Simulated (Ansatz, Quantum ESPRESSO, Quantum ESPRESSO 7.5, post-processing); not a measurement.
# 1 layers of Nb in Na(110), on the host's sites: ballistic transmission

Wanted: the transmission near the Fermi level and the conductance of this junction: 1 layers of Nb in Na(110), on the host's sites.

Method: plane-wave DFT, LDA, GBRV ultrasoft pseudopotentials (cross-check by Ansatz 0.2.0 with PAW datasets), in Quantum ESPRESSO 7.5.

Most raw output is cut from this account.

### 1. The structure

The cell holds 14 atoms: 13 Na and 1 Nb. Its edges and angles: a = 4.200 Å, b = 3.637 Å, c = 40.075 Å, α = 90.0°, β = 90.0°, γ = 54.7°. It derives from Na. Regions: left lead, 6 atoms (6 Na); channel, 2 atoms (1 Nb and 1 Na); right lead, 6 atoms (6 Na). The structure is stacked along c, and the current runs across the ab planes.

Structure file:

```cif
data_structure
_symmetry_space_group_name_H-M 'P 1'
_symmetry_Int_Tables_number 1
_cell_length_a 4.2000
_cell_length_b 3.6373
_cell_length_c 40.0749
_cell_angle_alpha 90.000
_cell_angle_beta 90.000
_cell_angle_gamma 54.736
_cell_volume 499.87
loop_
_atom_site_label
_atom_site_type_symbol
_atom_site_fract_x
_atom_site_fract_y
_atom_site_fract_z
_atom_site_occupancy
Na1 Na 0.00000 0.00000 0.00000 1
Na2 Na 0.50000 0.00000 0.07411 1
Na3 Na 0.00000 0.00000 0.14821 1
Na4 Na 0.50000 0.00000 0.22232 1
Na5 Na 0.00000 0.00000 0.29643 1
Na6 Na 0.50000 0.00000 0.37054 1
Nb7 Nb 0.00000 0.00000 0.42589 1
Na8 Na 0.50000 0.00000 0.48125 1
Na9 Na 0.00000 0.00000 0.55536 1
Na10 Na 0.50000 0.00000 0.62946 1
Na11 Na 0.00000 0.00000 0.70357 1
Na12 Na 0.50000 0.00000 0.77768 1
Na13 Na 0.00000 0.00000 0.85179 1
Na14 Na 0.50000 0.00000 0.92589 1
```

### 2. SCF with pw.x

One periodic cell holds a stretch of lead, the junction and more lead; the atoms stay as built.

scf.in reads:

```
&control
  prefix = 'scf'
  outdir = './out'
  pseudo_dir = './pseudo'
  calculation = 'scf'
  tprnfor = .true.
/
&system
  ibrav = 0
  nat = 14
  ntyp = 2
  ecutwfc = 40
  ecutrho = 200
  occupations = 'smearing'
  smearing = 'mv'
  degauss = 0.01
/
&electrons
  conv_thr = 1e-07
  mixing_beta = 0.25
  electron_maxstep = 120
  mixing_mode = 'local-TF'
/
ATOMIC_SPECIES
  Na  22.9898  na_lda_v1.5.uspp.F.UPF
  Nb  92.9064  nb_lda_v1.uspp.F.UPF
CELL_PARAMETERS angstrom
  4.20000000000000 0.00000000000000 0.00000000000000
  2.10000000000000 2.96984848098350 0.00000000000000
  0.00000000000000 0.00000000000000 40.07493080641565
ATOMIC_POSITIONS crystal
  Na  0.000000000000 0.000000000000 0.000000000000
  Na  0.500000000000 0.000000000000 0.074107388864
  Na  0.000000000000 0.000000000000 0.148214777729
  Na  0.500000000000 0.000000000000 0.222322166593
  Na  0.000000000000 0.000000000000 0.296429555457
  Na  0.500000000000 0.000000000000 0.370536944322
  Nb  0.000000000000 0.000000000000 0.425892611136
  Na  0.500000000000 0.000000000000 0.481248277949
  Na  0.000000000000 0.000000000000 0.555355666814
  Na  0.500000000000 0.000000000000 0.629463055678
  Na  0.000000000000 0.000000000000 0.703570444543
  Na  0.500000000000 0.000000000000 0.777677833407
  Na  0.000000000000 0.000000000000 0.851785222271
  Na  0.500000000000 0.000000000000 0.925892611136
K_POINTS automatic
  7 8 1 0 0 0
```

Launch:

```
> OMP_NUM_THREADS=1 mpirun -n 4 pw.x -nk 4 -in scf.in > scf.out
```

The job ended after 3.5 min (4 MPI ranks of Arm Neoverse V2, shared host; peak memory 1.6 GiB; 14 min of CPU time).

This step gave:

* free energy: -18428.4672 eV
* Fermi energy: 1.965 eV

The program's own clock; routines nest. Time by routine:

```csv
routine,wall time (s),calls
PWSCF,209.8,1
electrons,201.3,1
c_bands,171.3,13
cegterg,154.2,104
h_psi,93.87,405
fftw,68.7,43608
vloc_psi,61.57,405
sum_band,25.07,13
calbec,24.64,541
h_psi:calbec,15.54,405
add_vuspsi,15.47,405
s_psi,15.43,405
init_run,5.54,1
wfcinit,5,1
```

The run needed 13 iterations to bring the estimated error under 1e-07 Ry; the largest force on any atom, held or free, is 0.15 eV/Å.

### 3. The open system

prefixt takes both regions from one run: the lead from 0 to bdl, the scattering region from bdl to bds (units of alat). ikind = 1 puts the same lead on both sides. The program's T_tot counts both spins in a run without spin; the tables below give T per spin.

cond.in reads:

```
&inputcond
  outdir = './out'
  prefixt = 'scf'
  tran_file = 'cond.dat'
  bdl = 1.4142135619
  bds = 9.5416501929
  ikind = 1
  ewind = 4.0
  epsproj = 1e-05
  nz1 = 7
  energy0 = 0.4
  denergy = -0.4
/
43
  0.00000000 0.00000000 0.00694444
  0.00000000 0.08333333 0.01388889
  0.00000000 0.16666667 0.01388889
  0.00000000 0.25000000 0.01388889
  0.00000000 0.33333333 0.01388889
  0.00000000 0.41666667 0.01388889
  0.00000000 0.50000000 0.00694444
  0.08333333 0.00000000 0.02777778
  0.08333333 0.16666667 0.02777778
  0.08333333 0.25000000 0.02777778
  0.08333333 0.33333333 0.02777778
  0.08333333 0.41666667 0.02777778
  0.08333333 0.50000000 0.02777778
  0.16666667 0.00000000 0.02777778
  0.16666667 0.08333333 0.01388889
  0.16666667 0.25000000 0.02777778
  0.16666667 0.33333333 0.02777778
  0.16666667 0.41666667 0.02777778
  0.16666667 0.50000000 0.02777778
  0.16666667 0.58333333 0.01388889
  0.25000000 0.00000000 0.02777778
  0.25000000 0.08333333 0.02777778
  0.25000000 0.33333333 0.02777778
  0.25000000 0.41666667 0.02777778
  0.25000000 0.50000000 0.02777778
  0.25000000 0.58333333 0.02777778
  0.33333333 0.00000000 0.02777778
  0.33333333 0.08333333 0.02777778
  0.33333333 0.16666667 0.01388889
  0.33333333 0.41666667 0.02777778
  0.33333333 0.50000000 0.02777778
  0.33333333 0.58333333 0.02777778
  0.33333333 0.66666667 0.01388889
  0.41666667 0.00000000 0.02777778
  0.41666667 0.08333333 0.02777778
  0.41666667 0.16666667 0.02777778
  0.41666667 0.50000000 0.02777778
  0.41666667 0.58333333 0.02777778
  0.41666667 0.66666667 0.02777778
  0.50000000 0.00000000 0.01388889
  0.50000000 0.08333333 0.02777778
  0.50000000 0.16666667 0.02777778
  0.50000000 0.25000000 0.01388889
3
```

Launch:

```
> OMP_NUM_THREADS=1 mpirun -n 4 pwcond.x -in cond.in > cond.out
```

Run time: 5.9 min. Hardware: 4 MPI ranks; peak memory 0.42 GiB; 24 min of CPU time.

This step gave:

| Property | Result |
| --- | --- |
| lead channels at the Fermi level, one spin | 0.8958 |
| transmission at the Fermi level, one spin | 0.2158 |
| conductance | 0.2158 G₀ |

Per spin; mean over the k mesh across the current. The open channels, zone mean by energy, zero at the Fermi level:

| energy (eV) | open channels, zone mean |
| --- | --- |
| -0.400 | 0.715 |
| 0.000 | 0.896 |
| 0.400 | 0.951 |

Per spin; mean over the k mesh across the current. Transmission, zone mean against energy, zero at the Fermi level:

```
energy (eV)  transmission, zone mean
     -0.400                    0.354
      0.000                    0.216
      0.400                    0.295
```

At 0.000 eV; k in fractions of b1, b2. Transmission by k point, the first 40 of 43 rows:

| k1 | k2 | weight | t | channels |
| --- | --- | --- | --- | --- |
| 0 | 0 | 0.006944 | 0.298 | 1 |
| 0 | 0.08333 | 0.01389 | 0.2165 | 1 |
| 0 | 0.1667 | 0.01389 | 0.02792 | 1 |
| 0 | 0.25 | 0.01389 | 0.05773 | 1 |
| 0 | 0.3333 | 0.01389 | 0.1379 | 1 |
| 0 | 0.4167 | 0.01389 | 0.2027 | 1 |
| 0 | 0.5 | 0.006944 | 0 | 0 |
| 0.08333 | 0 | 0.02778 | 0.224 | 1 |
| 0.08333 | 0.1667 | 0.02778 | 0.06683 | 1 |
| 0.08333 | 0.25 | 0.02778 | 0.03443 | 1 |
| 0.08333 | 0.3333 | 0.02778 | 0.02315 | 1 |
| 0.08333 | 0.4167 | 0.02778 | 0.1667 | 1 |
| 0.08333 | 0.5 | 0.02778 | 0 | 0 |
| 0.1667 | 0 | 0.02778 | 0.02947 | 1 |
| 0.1667 | 0.08333 | 0.01389 | 0.1069 | 1 |
| 0.1667 | 0.25 | 0.02778 | 0.07928 | 1 |
| 0.1667 | 0.3333 | 0.02778 | 0.4867 | 1 |
| 0.1667 | 0.4167 | 0.02778 | 0.01505 | 1 |
| 0.1667 | 0.5 | 0.02778 | 0.03548 | 1 |
| 0.1667 | 0.5833 | 0.01389 | 0 | 0 |
| 0.25 | 0 | 0.02778 | 0.201 | 1 |
| 0.25 | 0.08333 | 0.02778 | 0.00164 | 1 |
| 0.25 | 0.3333 | 0.02778 | 0.6243 | 1 |
| 0.25 | 0.4167 | 0.02778 | 0.8478 | 1 |
| 0.25 | 0.5 | 0.02778 | 0.01351 | 1 |
| 0.25 | 0.5833 | 0.02778 | 0 | 0 |
| 0.3333 | 0 | 0.02778 | 0.006875 | 1 |
| 0.3333 | 0.08333 | 0.02778 | 0.3383 | 1 |
| 0.3333 | 0.1667 | 0.01389 | 0.1053 | 1 |
| 0.3333 | 0.4167 | 0.02778 | 0.003748 | 1 |
| 0.3333 | 0.5 | 0.02778 | 0.6355 | 1 |
| 0.3333 | 0.5833 | 0.02778 | 0 | 0 |
| 0.3333 | 0.6667 | 0.01389 | 0 | 0 |
| 0.4167 | 0 | 0.02778 | 0.3956 | 1 |
| 0.4167 | 0.08333 | 0.02778 | 0.1918 | 1 |
| 0.4167 | 0.1667 | 0.02778 | 0.4408 | 1 |
| 0.4167 | 0.5 | 0.02778 | 0.6445 | 1 |
| 0.4167 | 0.5833 | 0.02778 | 0.1558 | 1 |
| 0.4167 | 0.6667 | 0.02778 | 0.7449 | 1 |
| 0.5 | 0 | 0.01389 | 0.7582 | 2 |

The program's own clock; routines nest. Time by routine:

```
     routine  wall time (s)  calls
      PWCOND          355.4      1
scatter_forw          283.8    258
       local          39.18     43
      compbs          27.08    129
    compbs_2          22.91    129
        init           0.69      1
       poten           0.07      1
```

The run is unpolarised; a magnetic state was not tried, may lie lower and would change T.

At no point does T exceed the number of channels.

### 4. Cross-check with Ansatz

A second code with its own PAW datasets, on the same atoms.

Level of this step: plane-wave DFT, LDA, Ansatz PAW (Ansatz 0.2.0).

input.yaml reads:

```yaml
crystal:
  lattice:
    - [4.2, 0.0, 0.0]
    - [2.1, 2.969848481, 0.0]
    - [0.0, 0.0, 40.0749308064]
  atoms:
    - { symbol: Na, position: [0.0, 0.0, 0.0] }
    - { symbol: Na, position: [0.5, 0.0, 0.0741073889] }
    - { symbol: Na, position: [0.0, 0.0, 0.1482147777] }
    - { symbol: Na, position: [0.5, 0.0, 0.2223221666] }
    - { symbol: Na, position: [0.0, 0.0, 0.2964295555] }
    - { symbol: Na, position: [0.5, 0.0, 0.3705369443] }
    - { symbol: Nb, position: [0.0, 0.0, 0.4258926111] }
    - { symbol: Na, position: [0.5, 0.0, 0.4812482779] }
    - { symbol: Na, position: [0.0, 0.0, 0.5553556668] }
    - { symbol: Na, position: [0.5, 0.0, 0.6294630557] }
    - { symbol: Na, position: [0.0, 0.0, 0.7035704445] }
    - { symbol: Na, position: [0.5, 0.0, 0.7776778334] }
    - { symbol: Na, position: [0.0, 0.0, 0.8517852223] }
    - { symbol: Na, position: [0.5, 0.0, 0.9258926111] }
kpoints:
  mp_grid: { grid: [7, 8, 1] }
hamiltonian:
  xc: lda
scf:
  occupations: { method: fermi_dirac, width: 0.1 }
  convergence: { dr2_threshold: 1.0e-08 }
output:
  transmission: { leads: [[0, 2]], e_range: [-0.4, 0.4], de: 0.4, kmesh: [12, 12] }
  write_potential: true
  write_density: true
  volumetric_format: npy
  elf: true
```

Launch:

```
> ansatz run input.yaml --threads 4 --pin off --max-ram 8192MiB --backend cpu --events-out ev --progress --plain --runs-dir out
```

Elapsed: 65 s, on 4 threads; peak memory 1.4 GiB; 4.1 min of CPU time.

This step gave:

```
free energy                                  : -23504.3342 eV
energy at zero smearing                      : -23504.1566 eV
smearing term TS                             : 0.3553 eV
Fermi energy                                 : 2.089 eV
symmetry operations                          : 4
transmission at the Fermi level, one spin    : 0.2171
step of the lead's Hamiltonian over a period : 5.8 meV
```

Per spin; mean over the k mesh across the current. Transmission, zone mean against energy, zero at the Fermi level:

```
energy (eV)  transmission, zone mean
     -0.400                    0.346
      0.000                    0.217
      0.400                    0.297
```

Per spin; mean over the k mesh across the current. Table of open channels, zone mean by energy, zero at the Fermi level:

```
energy (eV)  open channels, zone mean
     -0.400                     0.715
      0.000                     0.896
      0.400                     0.951
```

ELF in the ca plane at fractional y = 0.000, with atoms of Na and Nb within 0.2 Å of it. It is the smooth field of the valence electrons, not physical close to the nuclei.

Values, 6 rows by 16 columns, each cell a mean:
```
0.39 0.30 0.30 0.29 0.43 0.14 0.32 0.34 0.46 0.63 0.33 0.34 0.29 0.17 0.50 0.15
0.11 0.15 0.23 0.14 0.09 0.19 0.11 0.14 0.17 0.23 0.13 0.17 0.11 0.16 0.09 0.24
0.32 0.47 0.16 0.51 0.46 0.23 0.38 0.42 0.23 0.39 0.22 0.49 0.20 0.38 0.47 0.43
0.27 0.46 0.17 0.42 0.34 0.23 0.33 0.39 0.21 0.31 0.18 0.50 0.16 0.34 0.34 0.41
0.14 0.08 0.26 0.12 0.15 0.17 0.10 0.13 0.22 0.35 0.17 0.10 0.15 0.12 0.18 0.17
0.47 0.40 0.30 0.34 0.45 0.14 0.39 0.40 0.52 0.58 0.38 0.43 0.32 0.22 0.48 0.17
```
Columns run along c (16.0 Å, from fractional 0.20 to 0.60 of the cell), rows up along a (4.2 Å). Atoms in or near the plane, at fractional coordinates: Na at (0.22, 0.50), Na at (0.30, 0.00), Na at (0.37, 0.50), Nb at (0.43, 0.00), Na at (0.48, 0.50), Na at (0.56, 0.00).

Valence density in the ca plane at fractional y = 0.000, with atoms of Na and Nb within 0.2 Å of it. It is the smooth field of the valence electrons, not physical close to the nuclei.

Ten steps, logarithmic in the rise over the least value, from '0' (0 e/Å³) to '9' (18 e/Å³), each cell a mean:
```
00000000037972000000002467752100000001698400
00000000013430000000001355531000000000243100
00000000000000000000000122210000000000000000
01453000000000000135310001100135410000000000
04897200000000000279730000000279840000000000
04898200000000000389840000000379840000000000
02675100000000000157620000000157620000000000
00121000000000000012100111110012100000000000
00000000001210000000001234321000000000121000
00000000026751000000001466642000000001576300
00000000048983000000012577752100000002799500
```
Columns run along c (16.0 Å, from fractional 0.20 to 0.60 of the cell), rows up along a (4.2 Å). Atoms in or near the plane, at fractional coordinates: Na at (0.22, 0.50), Na at (0.30, 0.00), Na at (0.37, 0.50), Nb at (0.43, 0.00), Na at (0.48, 0.50), Na at (0.56, 0.00).

Ansatz finds T = 0.217 against pwcond's 0.216.

### 5. All levels side by side

All levels:

```csv
step,T at the Fermi level (per spin),conductance (G0),r.m.s. T(E) from the first,CPU time of the step (s),peak memory (GiB)
Ansatz,0.2171,-,0,243.1,1.444
pwcond,0.2158,0.2158,0.004533,1423,0.42
```

Per spin; mean over the k mesh across the current. The transmission, zone mean by energy, zero at the Fermi level:

```
energy (eV)  Ansatz  pwcond
     -0.400   0.346   0.354
      0.000   0.217   0.216
      0.400   0.297   0.295
```

### 6. The arithmetic

The Landauer sum over the mesh, Σ w T = 0.0278 × 0.848 + 0.0278 × 0.745 + 0.0278 × 0.645 + … = 0.2158.

G = 0.216 × 77.48 µS = 16.7 µS a cell. Times the area of 12.473 Å², the resistance-area product is A/G = 7.46 fΩ m², the leads' contact resistance included.

Free electrons at 1 an atom (2 atoms in 74.1 Å³) have k_F = 0.928 1/Å and offer A k_F²/4π = 0.85 channels per spin; the lead has 0.90 on this mesh.

### 7. Results

```yaml
conductance_from_t_at_the_fermi_level_a_cell: 0.216 G₀
conductance_per_area: 134 S/μm²
lead_channels_per_spin: 0.90
the_same_conductance_by_ansatz: 0.217 G₀
```

**Reading.** The junction conducts 0.216 G₀ a cell at the Fermi level (LDA, GBRV ultrasoft). At the Fermi level the junction passes 24 % of what the leads offer. At the Fermi level pwcond and Ansatz differ by 0.60 %, a close match. Points with over 2.5 times the mean carry 50 % of T, so the mean leans on few points, and the mesh was not tested. Over -0.4 to 0.4 eV, T lies between 0.22 and 0.35 per spin. The geometry is as built, not relaxed, and the leads are short.

[Logs are printed without paths, hosts, clocks, repeated set-up lines and the standing remarks that a program may print on its own settings, such as how far it seeks lower states.]

[Hosts, paths, dates, database ids (printed as entryN), source tags and the programs' standing remarks are cut or masked in the printed files.]

[Maps of the electrostatic potential energy from Ansatz leave out the sawtooth potential of an applied field or a dipole correction, so their vacuum need not be flat; planar profiles and work functions include it.]
